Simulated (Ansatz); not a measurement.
Crystal: MnO.

```xyz
2
Lattice="2.9695 0.0000 0.0000 -1.4847 2.5717 0.0000 0.0000 0.0000 2.8981" Properties=species:S:1:pos:R:3 pbc="T T T"
Mn    0.0000    0.0000    0.0000
O     1.4847    0.8572    1.4490
```

Measurements of this composition are mostly on another form, of space group No. 225.

```yaml
Program: Ansatz 0.2.0
Task: relaxation of cell and atoms
Functional: HSE03
Potentials_or_basis: Ansatz PAW
Cutoff: "420 eV (not typed: the program's choice for these potentials)"
k_mesh: 5 × 5 × 5
Occupations: fermi-dirac, width 0.05 eV
Spin: collinear spin, ferromagnetic start
Starting_moments: "[4.0, 0.0] μB"
```

At the start: volume 11.07 Å³/atom.

Question: How do energy, volume and symmetry change on relaxing?

Answer: It ends after 8 steps and the volume is 11.14 Å³/atom (+0.7 %); space group P-6m2 (No. 187, to 0.05 Å); moment 5.00 μB per cell.

Step by step:
```
step  energy change (eV)  largest force (eV/Å)  volume (Å³)
   1              0.0000                0.0000        22.13
   2             -0.0521                0.0000        22.36
   3             -0.0600                0.0000        22.30
   4             -0.0601                0.0000        22.28
   5             -0.0601                0.0000        22.27
   6             -0.0615                0.0000        22.27
   7             -0.0615                0.0000        22.29
   8             -0.0616                0.0000        22.29
```

Final structure:
```
Mn O
1.0
     3.03691    0.00000    0.00000
    -1.51845    2.63004    0.00000
     0.00000    0.00000    2.79063
Mn O
1 1
Direct
  0.00000 0.00000 0.00000
  0.66667 0.33333 0.50000
```

Caveat: the k mesh is coarse (spacing up to 0.49 Å⁻¹), so the values aren't converged, least of all with exact exchange; the magnetic or orbital state may not be the lowest; the plane-wave basis is chosen anew once the cell has moved, so the energies of steps on either side of that aren't comparable; the pressure holds a Pulay correction of +0.6 GPa for the finite cutoff; a cell with one magnetic atom can't hold antiferromagnetic order, which such compounds often take; the PAW data sets come from PBE, with cores solved anew for the run's functional, which leaves a small shift of forces and pressure.
